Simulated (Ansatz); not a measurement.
**AlNi (110): surface energy and levels, part 1 of 2**

Aim: for AlNi, compute energy, relaxation and work function or band edges of the (110) face.

Computed with Ansatz 0.2.0 (DFT PBEsol, scalar-relativistic, plane waves, PAW, unless a step's input says otherwise).

6 further runs of the same task are left out: 6 set aside as unsound or not needed.

## Step 1: The starting structure

Symmetry: Pm-3m, No. 221, cubic system. The conventional cell has a = 2.862 Å, b = 2.862 Å, c = 2.862 Å, α = 90.00°, β = 90.00°, γ = 90.00°. Al (site symmetry m-3m) is surrounded by 8 Ni at 2.48 Å. Around Ni (site symmetry m-3m) lie 8 Al at 2.48 Å.

As a file:

```
Al Ni
1.0
     2.86217    0.00000    0.00000
     0.00000    2.86217    0.00000
     0.00000    0.00000    2.86217
Al Ni
1 1
Direct
  0.00000 0.00000 0.00000
  0.50000 0.50000 0.50000
```

It is the result of an earlier relaxation at this level (volume 11.72 Å³/atom; gap on the mesh: none (metal)).

## Step 2: Bulk reference on the slab's mesh

The input, input.yaml:

```yaml
crystal:
  lattice:
    - [2.8621655254, 0.0, 0.0]
    - [0.0, 4.0477133037, 0.0]
    - [0.0, 2.0238566519, 2.0238566519]
  atoms:
    - { symbol: Al, position: [0.0, 0.0, 0.0] }
    - { symbol: Ni, position: [0.5, 0.5, 0.0] }
basis:
  ecutwfc: 420
kpoints:
  mp_grid: { grid: [12, 9, 17] }
hamiltonian:
  xc: pbesol
scf:
  occupations: { method: gaussian, width: 0.1 }
output:
  forces: true
  stress: true
  eigenvalues: true
```

The run is started by

```bash
$ ansatz run input.yaml --threads 1 --pin off --max-ram 2560MiB --backend cpu --events-out ev --progress --plain --runs-dir out
```

The program printed (excerpt; [...] marks lines left out):

```text
[...]
SCF converged after 6 iterations
Free energy (F): -6330.865316 eV
[...]
E sigma→0 (E₀):  -6330.863433 eV
Entropy (-TS):   -0.003765 eV (-1.882 meV/atom)
Fermi energy:    14.193069 eV
[...]
--- Forces (eV/Å), atoms counted from 1 ---
  atom   1  Al     0.00000000     0.00000000     0.00000000
  atom   2  Ni     0.00000000     0.00000000     0.00000000
[...]
--- Stress (GPa, compression-positive) ---
       -0.361708       0.000000      -0.000000
        0.000000       0.109707       0.082550
       -0.000000       0.082550       0.226762
  P = ⅓ Tr σ = -0.0084 GPa (-0.084 kbar)
--- Band table (eV; the first three rows and the last of 539) ---
  k-point 0: bands = ["-88.8544", "-49.4077", "-49.4018", "-49.3975", "2.8892", "10.8467", "10.8530", "12.6151", "12.6172", "12.6203", "19.7442", "19.7444", "19.7446", "22.3676", "22.3704"]
[...]
```

Run time: 6.4 s. Hardware: 1 thread of Intel Xeon 6975P-C (Granite Rapids), shared host; peak memory 0.5 GiB.

The bulk reference has the slab's in-plane cell, mesh and smearing. Its energy with the smearing taken to zero: -3165.4317 eV/atom.

## Step 3: Cutting the (110) slab

Miller indices refer to the conventional cell of the relaxed bulk, Pm-3m (No. 221): a = 2.862 Å, b = 2.862 Å, c = 2.862 Å, α = 90.00°, β = 90.00°, γ = 90.00°.

The slab is a (110) slab, 12.1 Å thick as cut, with 15 Å of vacuum; its outer planes are AlNi (top) and AlNi (bottom).

The slab as cut. Layers, bottom to top:

| plane | atoms per cell | height over the lowest (Å) |
| --- | --- | --- |
| 1 | AlNi | 0.00 |
| 2 | AlNi | 2.02 |
| 3 | AlNi | 4.05 |
| 4 | AlNi | 6.07 |
| 5 | AlNi | 8.10 |
| 6 | AlNi | 10.12 |
| 7 | AlNi | 12.14 |

## Step 4: Single point on the unrelaxed (110) slab

A dipole layer in the vacuum cancels the field that periodic copies would set up if the slab's two faces differ.

The input, input.yaml:

```yaml
crystal:
  lattice:
    - [2.8621655254, 0.0, 0.0]
    - [0.0, 4.0477133037, 0.0]
    - [0.0, 0.0, 27.1431399112]
  atoms:
    - { symbol: Al, position: [0.0, 0.5, 0.2763129109] }
    - { symbol: Ni, position: [0.5, 0.0, 0.2763129109] }
    - { symbol: Al, position: [0.0, 0.0, 0.3508752739] }
    - { symbol: Ni, position: [0.5, 0.5, 0.3508752739] }
    - { symbol: Al, position: [0.0, 0.5, 0.425437637] }
    - { symbol: Ni, position: [0.5, 0.0, 0.425437637] }
    - { symbol: Al, position: [0.0, 0.0, 0.5] }
    - { symbol: Ni, position: [0.5, 0.5, 0.5] }
    - { symbol: Al, position: [0.0, 0.5, 0.574562363] }
    - { symbol: Ni, position: [0.5, 0.0, 0.574562363] }
    - { symbol: Al, position: [0.0, 0.0, 0.6491247261] }
    - { symbol: Ni, position: [0.5, 0.5, 0.6491247261] }
    - { symbol: Al, position: [0.0, 0.5, 0.7236870891] }
    - { symbol: Ni, position: [0.5, 0.0, 0.7236870891] }
basis:
  ecutwfc: 420
kpoints:
  mp_grid: { grid: [12, 9, 1] }
hamiltonian:
  xc: pbesol
scf:
  occupations: { method: gaussian, width: 0.1 }
output:
  forces: true
  stress: true
  eigenvalues: true
  write_density: true
  write_potential: true
  elf: true
  volumetric_format: npy
efield:
  axis: 3
  dipole_correction: true
```

The run is started by

```bash
$ ansatz run input.yaml --threads 1 --pin off --max-ram 2560MiB --backend cpu --events-out ev --progress --plain --runs-dir out
```

The program printed:

```text
Warning: RAYON_NUM_THREADS=1 ignored (pool sized by the plan → 1); use --threads N
Engine: ansatz 0.2.0, x86_64-unknown-linux-gnu
Pseudopotentials: kind: paw
Pseudopotential: Al, paw, valence charge 3, recommended cutoff 420 eV (normal), Al.paw.azcp
Pseudopotential: Ni, paw, valence charge 18, recommended cutoff 420 eV (normal), Ni.paw.azcp
Functional definition: PBEsol
  exchange = pbesol_x
  correlation = pbesol_c
Crystal: 14 atoms, lattice volume = 314.459 Å³
Basis set: ecut = 420 eV, 6147 PW (Γ), exchange–correlation on 40×60×384 points (8 copies of the dense FFT grid, shifted against one another)
Bands: 89, of which v1, the nominal top of the filled ones, is band 74 counted from 1 (73 counted from 0)
Symmetry: 4 space group operations
k-points: 35 of 108
Non-local potential: Al, projectors of the file, l = 0: 2, l = 1: 2, l = 2: 1
Non-local potential: Ni, projectors of the file, l = 0: 3, l = 1: 2, l = 2: 3, l = 3: 1
PAW form: soft (Blöchl's): semilocal exchange-correlation on the pseudo side does not see the compensation charge
PAW frozen core: Al, regenerated for the run's functional, and the local potential with it (the file was generated under x = pbe(κ = 0.804, μ = 0.2195149727645171), c = pbe(β = 0.06672455060314922))
PAW frozen core: Ni, regenerated for the run's functional, and the local potential with it (the file was generated under x = pbe(κ = 0.804, μ = 0.2195149727645171), c = pbe(β = 0.06672455060314922))
PAW one-centre angular grid: Al, 110 points (default); XC on 64 Gauss nodes
PAW one-centre angular grid: Ni, 590 points (default); XC on 64 Gauss nodes
Initial density: superposition of atomic densities (neutral atoms: chi_scale 0, normalization atom), corrected by the library's trained network
Initial wavefunctions: pseudopotential atomic-orbital guess
Functional: x = pbesol(κ = 0.804, μ = 0.12345679012345678), c = pbesol(β = 0.046)
SCF iter   1: F=—  HF=-44313.359771 eV  |F-HF|=—  |Δ(HF+E_count)|=         —  Δρ=1.42e-2  dr2=7.11e-1  ethr=1.77e-3  p=0.000 e·Å  D=3.72e-13 V/Å  ΔV_dip=-0.00 eV  dr2_dipole=6.99e-9  V_vac-E_F(+/−)=4.84/4.84 eV  ⟨swp⟩=9.4  Hψ=15187  notcnv=0  defer=50
efield: sawtooth ramp at fractional position 0.9500 (placed from the atoms, in the widest stretch of the axis that holds none; the zero of the levels goes with the place), width 0.1000; the density the first Hamiltonian is built on has a dipole p = 0.000 e·Å; the dipole correction subtracts the counter field D = 3.72e-13 V/Å, which shifts the + side's vacuum level by -0.00 eV against the − side's; the planar-averaged density in the ramp window peaks in size at 1.0e-4 e/Å³
preconditioner: auto → LDOS  [metal: Δε(μ)=0.021 eV  Ē_g=6.270 eV  σ=0.100 eV  W_gap=0.12  n_scr=68 (ndim 8)  ℏωp=20.0 eV  f_vac=0.424  D(μ)=7.11/eV (n_scr^D=38)  β→1.0]
SCF iter   2: F=—  HF=-44313.459570 eV  |F-HF|=—  |Δ(HF+E_count)|=   9.98e-2  Δρ=2.39e-2  dr2=1.05e0  ethr=4.83e-4  p=0.000 e·Å  D=1.79e-5 V/Å  ΔV_dip=-0.00 eV  dr2_dipole=4.58e-7  V_vac-E_F(+/−)=5.02/5.02 eV  ⟨swp⟩=2.7  Hψ=5785  notcnv=0  defer=267
SCF iter   3: F=—  HF=-44313.334593 eV  |F-HF|=—  |Δ(HF+E_count)|=   1.25e-1  Δρ=8.99e-3  dr2=1.46e-1  ethr=4.83e-4  p=0.000 e·Å  D=1.13e-5 V/Å  ΔV_dip=-0.00 eV  dr2_dipole=1.56e-7  V_vac-E_F(+/−)=4.98/4.98 eV  ⟨swp⟩=2.1  Hψ=4299  notcnv=0  defer=267
SCF iter   4: F=—  HF=-44313.312022 eV  |F-HF|=—  |Δ(HF+E_count)|=   2.26e-2  Δρ=1.15e-3  dr2=3.56e-3  ethr=9.92e-5  p=0.000 e·Å  D=1.89e-7 V/Å  ΔV_dip=-0.00 eV  dr2_dipole=1.00e-9  V_vac-E_F(+/−)=4.96/4.96 eV  ⟨swp⟩=2.0  Hψ=4576  notcnv=0  defer=267
SCF iter   5: F=—  HF=-44313.311455 eV  |F-HF|=—  |Δ(HF+E_count)|=   5.67e-4  Δρ=5.85e-4  dr2=6.52e-4  ethr=2.42e-6  p=0.000 e·Å  D=7.72e-7 V/Å  ΔV_dip=-0.00 eV  dr2_dipole=1.37e-9  V_vac-E_F(+/−)=4.97/4.97 eV  ⟨swp⟩=2.7  Hψ=6106  notcnv=0  defer=260
SCF iter   6: F=—  HF=-44313.311396 eV  |F-HF|=—  |Δ(HF+E_count)|=   5.89e-5  Δρ=8.25e-5  dr2=1.38e-5  ethr=4.44e-7  p=0.000 e·Å  D=4.05e-7 V/Å  ΔV_dip=-0.00 eV  dr2_dipole=9.23e-11  V_vac-E_F(+/−)=4.97/4.97 eV  ⟨swp⟩=2.2  Hψ=4347  notcnv=0  defer=260
SCF iter   7: F=—  HF=-44313.311634 eV  |F-HF|=—  |Δ(HF+E_count)|=   2.38e-4  Δρ=1.25e-4  dr2=3.35e-5  ethr=9.36e-9  p=0.000 e·Å  D=1.54e-7 V/Å  ΔV_dip=-0.00 eV  dr2_dipole=7.43e-15  V_vac-E_F(+/−)=4.97/4.97 eV  ⟨swp⟩=3.0  Hψ=6523  notcnv=0  defer=260
SCF iter   8: F=—  HF=-44313.311632 eV  |F-HF|=—  |Δ(HF+E_count)|=   2.93e-6  Δρ=4.52e-5  dr2=3.96e-6  ethr=9.36e-9  p=0.000 e·Å  D=1.78e-7 V/Å  ΔV_dip=-0.00 eV  dr2_dipole=5.09e-12  V_vac-E_F(+/−)=4.98/4.98 eV  ⟨swp⟩=2.1  Hψ=4235  notcnv=0  defer=260
SCF iter   9: F=—  HF=-44313.311631 eV  |F-HF|=—  |Δ(HF+E_count)|=   2.71e-7  Δρ=7.81e-6  dr2=1.33e-7  ethr=2.69e-9  p=0.000 e·Å  D=9.22e-8 V/Å  ΔV_dip=-0.00 eV  dr2_dipole=2.40e-12  V_vac-E_F(+/−)=4.98/4.98 eV  ⟨swp⟩=2.2  Hψ=4463  notcnv=0  defer=260
SCF iter  10: F=-44313.311631 eV  HF=-44313.311631 eV  |F-HF|=1.36e-8  |Δ(HF+E_count)|=   9.29e-8  Δρ=3.35e-6  dr2=2.99e-8  ethr=6.80e-11  p=0.000 e·Å  D=4.82e-8 V/Å  ΔV_dip=-0.00 eV  dr2_dipole=9.30e-13  V_vac-E_F(+/−)=4.98/4.98 eV  ⟨swp⟩=22.2  Hψ=29840  notcnv=0
SCF 1 converged in 10 iterations: F = -44313.311631 eV  dr2 = 2.99e-8
WARN: The output density's exchange-correlation potential varies sharply where the density is thin. Do not read a vacuum level from v_tot or v_xc, or from such a field of the output density. On a cell that repeats whose density bears no net charge and no dipole along the vacuum's axis use v_es (v_loc + v_h of the components); under efield.dipole_correction with no amplitude use v_es + v_field, which holds any external_charges[].barrier, or the levels of the report's work_function block, which leave it out; under a non-zero efield.amplitude the vacuum is tilted and has no level; on a cell that repeats and bears such a dipole with no correction it is tilted too, and efield.dipole_correction with no amplitude gives each side of its ramp a level where efield: is served; in a cell that repeats whose density bears a net charge (total_charge, or a fill off its count) it is curved and has none; of a slab under crystal.periodic whose density bears no net charge use v_es, which has a level on each side, short of where the two are joined; of another it falls or rises all the way out and has none; of a slab beside external_charges read slab_vacuum_level instead, which it has where they leave it neutral. The grid or the basis barely resolves most such structure, and the values can differ between equally converged runs; as a rule a tighter scf.convergence.dr2_threshold does not remove it. Where the density itself ripples (under the LDA too) a higher basis.ecutwfc lessens it. The files hold the spikes' plane waves up to the density's cutoff. Files: v_tot_of_output_density and the like, and their columns of v_z.tsv (output.write_potential); v_xc_of_output_density and the like, and their columns of v_comp_z.tsv (output.write_potential_components). Measured: with its Gaussian average of σ = 0.25 Å subtracted twice, the exchange-correlation potential is over 0.1 eV at 103 of the grid points where the equally averaged density (valence and model cores) is under 1e-3 e/Å³, and 0.625 eV at the most among them, at an averaged density of 2.2e-8 e/Å³. The input density's (outcome.potential() and, of a run that writes arrays, v_tot and v_xc) is over 0.1 eV, so measured, at 87 points of its own thin density, 0.167 eV at the most. See output.write_potential in the manual, Limitations
SCF converged after 10 iterations
Free energy (F): -44313.311631 eV
Harris-Foulkes:  -44313.311631 eV  (|F-HF|=1.36e-8)
Internal energy: -44313.277881 eV  (E = F + TS)
E sigma→0 (E₀):  -44313.294756 eV
Entropy (-TS):   -0.033750 eV (-2.411 meV/atom)
Fermi energy:    5.057726 eV
Dipole field:    D = -0.000001 V/Å  (p = -0.000002 e·Å, saw-weighted, corrected)
Work function:   Φ+ = 4.9760 eV   Φ− = 4.9759 eV
Levels:          The Fermi level and band energies are counted from a zero that moves with the ramp; work functions are not
--- Per-component energies (eV) ---
  E_band       = -3638.214322
  E_kinetic    = 2174.985660
  E_local      = -208148.228052  (includes V_loc(G=0)·N_el)
  E_nonlocal   = 4544.092320
  E_hartree    = 101251.977784
  E_xc         = -874.850721
  E_vxc        = -979.383672  (∫ρ·V_xc dr)
  E_paw        = -14371.368097  (= ΣΔE_a)
  E_vpaw       = -3733.644400  (= ΣTr[D̂ρ^β])
  E_aug_tail   = 0.002872  (compensation charges beyond the density's cutoff)
  E_efield     = 0.000000  (sawtooth field / dipole correction)
  E_vefield    = 0.000000  (∫n·V_field dr)
  E_ewald      = 71108.595357
  E_core_change = 1.514995  (= ΣΔE_core)
  E_smearing   = -0.033750  (= −TS)
  E_closure    = -0.000000  (closes the sum)
  Σ components = -44313.311631   (vs F -44313.311631, Δ=0.00e0)
--- Forces (eV/Å), atoms counted from 1 ---
  atom   1  Al     0.00000000     0.00000000    -0.51880049
  atom   2  Ni     0.00000000     0.00000000     0.68582996
  atom   3  Al     0.00000000     0.00000000    -0.40115065
  atom   4  Ni     0.00000000     0.00000000     0.28340829
  atom   5  Al     0.00000000     0.00000000    -0.00042462
  atom   6  Ni     0.00000000     0.00000000    -0.05923803
  atom   7  Al     0.00000000     0.00000000    -0.00000015
  atom   8  Ni     0.00000000     0.00000000    -0.00000037
  atom   9  Al     0.00000000     0.00000000     0.00042487
  atom  10  Ni     0.00000000     0.00000000     0.05923831
  atom  11  Al     0.00000000     0.00000000     0.40115079
  atom  12  Ni     0.00000000     0.00000000    -0.28340833
  atom  13  Al     0.00000000     0.00000000     0.51880052
  atom  14  Ni     0.00000000     0.00000000    -0.68582960
  max |Σ_I F_I| component: 5.12e-7 eV/Å
--- Stress (GPa, compression-positive) ---
       -2.768728       0.000000       0.000000
        0.000000      -1.847722       0.000000
        0.000000       0.000000      -0.424088
  P = ⅓ Tr σ = -1.6802 GPa (-16.802 kbar)
--- Band table (eV; the first three rows and the last of 35) ---
  k-point 0: bands = ["-98.0090", "-98.0090", "-97.9815", "-97.9635", "-97.9635", "-97.5561", "-97.5561", "-58.5725", "-58.5703", "-58.5673", "-58.5673", "-58.5632", "-58.5612", "-58.5431", "-58.5384", "-58.5293", "-58.5279", "-58.5278", "-58.5170", "-58.5169", "-58.5133", "-58.5133", "-58.2397", "-58.2397", "-58.1001", "-58.1001", "-57.9866", "-57.9866", "-6.0659", "-5.5163", "-4.6649", "-3.5796", "-2.3035", "-1.0337", "-0.3914", "1.1059", "1.2416", "1.5481", "1.7226", "1.7346", "1.7403", "1.7572", "1.8379", "1.9495", "2.0918", "2.1284", "2.1290", "2.2208", "2.5653", "2.7666", "2.8579", "2.9339", "2.9537", "3.0017", "3.0280", "3.0524", "3.1272", "3.1963", "3.2323", "3.2614", "3.3158", "3.3938", "3.4015", "3.4262", "3.6560", "3.6571", "3.8063", "3.8103", "3.9063", "3.9152", "3.9165", "3.9713", "4.4572", "5.1759", "6.1286", "6.9029", "7.2533", "7.2829", "7.5684", "8.0381", "8.0593", "8.5911", "8.7711", "9.0198", "9.5652", "9.7470", "9.8953", "10.4961", "10.6738"]
  k-point 1: bands = ["-98.0090", "-98.0090", "-97.9815", "-97.9635", "-97.9635", "-97.5561", "-97.5561", "-58.5723", "-58.5706", "-58.5673", "-58.5673", "-58.5630", "-58.5618", "-58.5428", "-58.5384", "-58.5297", "-58.5278", "-58.5274", "-58.5170", "-58.5169", "-58.5133", "-58.5133", "-58.2397", "-58.2397", "-58.1001", "-58.1001", "-57.9866", "-57.9866", "-5.9510", "-5.4026", "-4.5532", "-3.4709", "-2.2002", "-0.9580", "-0.4981", "0.5949", "0.7788", "1.0805", "1.4228", "1.6437", "1.7139", "1.7971", "1.9204", "2.0686", "2.1500", "2.2237", "2.2808", "2.4433", "2.5563", "2.7446", "2.8452", "2.9185", "2.9206", "3.0040", "3.0057", "3.0211", "3.1465", "3.1719", "3.1926", "3.2826", "3.3095", "3.3491", "3.4165", "3.4316", "3.6538", "3.6570", "3.6983", "3.7065", "3.9228", "3.9229", "4.0859", "4.1121", "4.3500", "4.8234", "5.4988", "6.3980", "7.4089", "7.5756", "7.9770", "8.1982", "8.4331", "9.0156", "9.0291", "9.1299", "9.6621", "9.9866", "10.2219", "10.5672", "10.7710"]
  k-point 2: bands = ["-98.0090", "-98.0090", "-97.9815", "-97.9635", "-97.9635", "-97.5561", "-97.5561", "-58.5718", "-58.5714", "-58.5673", "-58.5673", "-58.5632", "-58.5626", "-58.5421", "-58.5384", "-58.5301", "-58.5277", "-58.5269", "-58.5170", "-58.5170", "-58.5133", "-58.5133", "-58.2398", "-58.2398", "-58.1001", "-58.1001", "-57.9866", "-57.9866", "-5.6085", "-5.0640", "-4.2210", "-3.1482", "-1.8973", "-1.1592", "-0.9133", "-0.2109", "0.0507", "0.6630", "0.7698", "1.3294", "1.6303", "1.8349", "1.9737", "2.1353", "2.2324", "2.3633", "2.4096", "2.5700", "2.5746", "2.7042", "2.8127", "2.8680", "2.8724", "2.9475", "2.9819", "2.9843", "3.1002", "3.1402", "3.1607", "3.2222", "3.2960", "3.3116", "3.4352", "3.4554", "3.5213", "3.5236", "3.6559", "3.6571", "3.9387", "3.9388", "4.1997", "4.2573", "4.5685", "4.5875", "4.8598", "5.4093", "6.4242", "7.8847", "7.9740", "9.1805", "9.2685", "9.3188", "9.6274", "9.9738", "10.1177", "10.7527", "10.9642", "11.0052", "11.0962"]
  k-point 34: bands = ["-98.0074", "-98.0074", "-97.9799", "-97.9619", "-97.9619", "-97.5546", "-97.5546", "-58.5921", "-58.5920", "-58.5702", "-58.5682", "-58.5638", "-58.5633", "-58.5599", "-58.5393", "-58.5381", "-58.5381", "-58.5274", "-58.5252", "-58.5251", "-58.5149", "-58.5148", "-58.2378", "-58.2378", "-58.1242", "-58.1242", "-57.9845", "-57.9845", "-0.8333", "-0.6092", "-0.3912", "-0.3748", "-0.3076", "-0.0224", "0.2954", "0.2977", "0.4613", "0.6689", "1.1231", "1.1361", "1.6422", "1.7470", "1.7731", "1.8557", "1.9672", "2.1441", "2.1487", "2.2710", "2.3556", "2.4973", "2.5648", "2.6047", "2.8407", "2.8920", "2.9553", "2.9932", "3.0121", "3.1361", "3.1628", "3.2096", "3.2231", "3.4023", "3.4479", "3.4510", "3.5639", "3.7076", "3.7220", "3.8437", "4.0794", "4.1442", "4.2354", "4.2592", "4.2829", "4.4035", "4.4861", "4.6095", "4.6268", "6.7375", "6.8106", "7.3353", "7.4426", "7.4541", "7.7145", "8.0027", "8.0829", "8.4804", "8.8741", "9.0718", "9.3186"]
```

Run time: 94 s. Hardware: 1 thread of Intel Xeon 6975P-C (Granite Rapids), shared host; peak memory 0.97 GiB.

This gives work function 4.98 eV.

Plane-averaged electrostatic potential energy of an electron across the slab, counted from the Fermi level:

(z (Å), V (eV)): (1.70, 4.98), (2.26, 4.98), (2.54, 4.98), (3.11, 4.98), (3.68, 4.97), (4.24, 4.96), (4.52, 4.95), (5.09, 4.86), (5.65, 4.49), (5.94, 3.97), (6.50, 0.85), (7.07, -9.66), (7.63, -13.41), (7.92, -10.06), (8.48, -1.68), (9.05, -9.24), (9.33, -13.25), (9.90, -11.08), (10.46, -2.01), (11.03, -8.49), (11.31, -12.90), (11.88, -11.79), (12.44, -2.29), (12.72, -2.72), (13.29, -12.36), (13.85, -12.36), (14.42, -2.72), (14.70, -2.29), (15.27, -11.79), (15.83, -12.90), (16.12, -8.49), (16.68, -2.01), (17.25, -11.08), (17.81, -13.25), (18.10, -9.24), (18.66, -1.68), (19.23, -10.06), (19.51, -13.41), (20.07, -9.66), (20.64, 0.85), (21.21, 3.97), (21.49, 4.49), (22.05, 4.86), (22.62, 4.95), (22.90, 4.96), (23.47, 4.97), (24.03, 4.98), (24.60, 4.98), (24.88, 4.98), (25.45, 4.98)

Density in a lattice plane of the grid's cell (edges 2.86 and 27.14 Å, at 0.000 of the third edge), which holds Ni and Al.

Ten even steps from '0' (-0.01 e/Å³) to '9' (3.43 e/Å³):
```
000000
000000
000000
000000
001410
013931
000000
002720
002720
000000
002720
002720
000000
013931
001410
000000
000000
000000
000000
000000
```
Columns run along the first of these edges and rows up along the second, over one cell in 6 and 20 even steps from the bottom left corner. Atoms in the plane (fractional): Ni at (0.50, 0.28), Al at (0.00, 0.35), Ni at (0.50, 0.43), Al at (0.00, 0.50), Ni at (0.50, 0.57), Al at (0.00, 0.65), Ni at (0.50, 0.72).

ELF in the same plane.

Values, 12 rows by 6 columns:
```
0.00 0.00 0.00 0.00 0.00 0.00
0.02 0.02 0.01 0.01 0.01 0.02
0.38 0.19 0.18 0.25 0.18 0.19
0.03 0.20 0.48 0.43 0.48 0.20
0.35 0.19 0.34 0.58 0.34 0.19
0.14 0.03 0.45 0.49 0.45 0.03
0.35 0.19 0.34 0.58 0.34 0.19
0.03 0.20 0.48 0.43 0.48 0.20
0.38 0.19 0.18 0.25 0.18 0.19
0.02 0.02 0.01 0.01 0.01 0.02
0.00 0.00 0.00 0.00 0.00 0.00
0.00 0.00 0.00 0.00 0.00 0.00
```
Columns run along the first of these edges and rows up along the second, over one cell in 6 and 12 even steps from the bottom left corner. Atoms in the plane (fractional): Ni at (0.50, 0.28), Al at (0.00, 0.35), Ni at (0.50, 0.43), Al at (0.00, 0.50), Ni at (0.50, 0.57), Al at (0.00, 0.65), Ni at (0.50, 0.72).

Both are smooth fields of the valence electrons: close to the nuclei they are not physical.

Outside the cores ELF peaks at 0.72 beside Al, off the lines to its neighbours, 1.1 Å from Al; 0.52 in the shell around Al, 1.0 Å from Al.

(Continued in part 2 of 2.)
